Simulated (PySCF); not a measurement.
Can point charges reproduce the dipole moment of `C(CS)C` (C3H8S)?

Coordinates (GFN2-xTB, Å) and charges (e) from the PBE0/pcSseg-1 density (PySCF):

```
atom       x       y       z  Mulliken      IAO  Hirshfeld  ESP-fitted
  C1  -1.566  -0.178  -0.020   -0.2747  -0.4192    -0.1159     -0.2608
  C2  -0.090  -0.544   0.070   -0.2650  -0.2489    -0.0716     +0.3024
  C3   0.791   0.638  -0.301   -0.3542  -0.3264    -0.0669     -0.2296
  S4   2.570   0.227  -0.229   -0.1307  -0.0828    -0.0725     -0.3582
  H5  -1.827   0.124  -1.031   +0.1111  +0.1380    +0.0404     +0.0424
  H6  -1.798   0.645   0.654   +0.1086  +0.1369    +0.0393     +0.0599
  H7  -2.182  -1.030   0.255   +0.1207  +0.1454    +0.0437     +0.0650
  H8   0.127  -1.377  -0.602   +0.1312  +0.1420    +0.0352     -0.0513
  H9   0.145  -0.866   1.088   +0.1185  +0.1310    +0.0353     -0.0415
 H10   0.617   1.491   0.356   +0.1515  +0.1461    +0.0394     +0.0789
 H11   0.620   0.945  -1.333   +0.1558  +0.1553    +0.0464     +0.1834
 H12   2.594  -0.076   1.068   +0.1271  +0.0828    +0.0471     +0.2092
```

Question: Compute μ = Σ q r for each scheme (1 e·Å = 4.803 D) and compare with the dipole of the full density.

Answer: The full density gives (-1.67, 0.01, 0.85) D, 1.88 D in size; dipole vectors point from the negative to the positive end.

```tsv
scheme	μx	μy	μz	size (D)	share of the full size (%)	angle to the full dipole (°)
Mulliken	-1.30	-0.11	0.68	1.47	78	5
IAO	-0.81	-0.06	0.40	0.91	48	4
Hirshfeld	-0.51	0.03	0.23	0.56	30	3
ESP-fitted	-1.71	0.06	0.87	1.92	102	2
```

Question: Which set comes closest?

Answer: Length of the difference vector: ESP-fitted 0.07 D, Mulliken 0.43 D, IAO 0.98 D, Hirshfeld 1.32 D. Closest: ESP-fitted. ESP charges are fitted to the potential around the molecule, whose slowest-falling term is the dipole's. 

Question: What is left for the Hirshfeld atoms' own dipoles?

Answer: The Hirshfeld atoms' densities add up to the full density, so μ = Σ q r + Σ (atomic dipoles). The atomic dipoles sum to (-1.67, 0.01, 0.85) − (-0.51, 0.03, 0.23) = (-1.16, -0.02, 0.62) D, 1.32 D in size.

Question: With the origin at the mean of the coordinates, (0.000, 0.000, -0.002) Å, which are the largest single terms, by size, of the Mulliken dipole along the direction of the full one?

Answer: C1 -1.83, S4 +1.50, C3 +1.42, H7 +1.19, H12 -1.11 D; all 12 atoms together +1.47 D. The single terms depend on the origin, their sum doesn't.

Question: Give the size of the full dipole in other units.

Answer: 1.88 D = 0.739 au = 0.391 e·Å = 6.26 × 10⁻³⁰ C·m.

Isolated species at its GFN2-xTB geometry (one conformer only).

The values belong to the conformer `[CH3:1][CH2:2][CH2:3][SH:4]`: C1–C2–C3–S4 -179°, H–S4–C3–C2 -61°.
